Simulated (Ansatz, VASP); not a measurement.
One calculation of InP, two programs

INCAR

```
PREC = Accurate ; ENCUT = 520
EDIFF = 1E-6 ; ISMEAR = 0
SIGMA = 0.01 ; LREAL = False
LASPH = True ; NELM = 80
ALGO = Normal ; ISIF = 2
LWAVE = False ; LCHARG = False
NBANDS = 16
```

KPOINTS

```
Automatic mesh
0
Gamma
  8 8 8
```

Contents of POSCAR:

```
InP
1.0
    2.8990910621      2.8990910621      0.0000000000
   -2.8990910621      2.8990910621      0.0000000000
    0.0000000000      2.8990910621      2.9292354716
In P
1 1
Direct
    0.0000000000      0.0000000000      0.0000000000
    0.7500000000      0.2500000000      0.5000000000
```

Input for Ansatz:

```yaml
crystal:
  lattice:
    - [2.89909106211, 2.89909106211, 0.0]
    - [-2.89909106211, 2.89909106211, 0.0]
    - [0.0, 2.89909106211, 2.92923547158]
  atoms:
    - { symbol: In, position: [0.0, 0.0, 0.0] }
    - { symbol: P, position: [0.75, 0.25, 0.5] }
kpoints:
  mp_grid: { grid: [8, 8, 8] }
scf:
  occupations: { method: fixed }
  convergence: { dr2_threshold: 1.0e-10 }
hamiltonian:
  xc: lda
  pseudopotentials: { kind: all_electron, lapw: { basis_error: 0.0005 } }
output:
  forces: true
  stress: true
  eigenstates:
    kpoints:
      - [0.0, 0.0, 0.0]
      - [0.5, 0.0, 0.0]
      - [0.0, 0.5, 0.5]
      - [0.0, -0.5, 0.0]
      - [0.5, 0.0, 0.5]
      - [-0.5, -0.5, -0.5]
      - [-0.5, 0.5, 0.0]
      - [0.0, 0.0, -0.5]
  eigenvalues: true
```

Change from the starting cell: film at in-plane strain -0.005.

Alike in both runs: task single point; functional LDA; k mesh 8 × 8 × 8; no spin polarisation.

|  | VASP | Ansatz |
| --- | --- | --- |
| version | VASP 6.6.1 | Ansatz 0.2.0 |
| potentials or method | VASP PAW LDA potentials, release 64 (In_d, P) | all-electron LAPW, scalar-relativistic |
| plane-wave cutoff (eV) | 520 | see its input |
| occupations | gaussian, width 0.01 eV | fixed |

Ansatz gave:

```
gap on the k mesh at the Fermi level (eV)       : 0.58
pressure (GPa)                                  : 0.3
largest component of the traceless stress (GPa) : 0.31
```

Problem. What did VASP give for the same quantities?

Solution. gap on the k mesh at the Fermi level (eV): 0.61; pressure (GPa): 0.3; largest component of the traceless stress (GPa): 0.31.

Ansatz ran all-electron here, so the differences hold the error of VASP's frozen core and of both bases.

Caveats: spin-orbit coupling is left out, which moves the levels of the heavy elements.
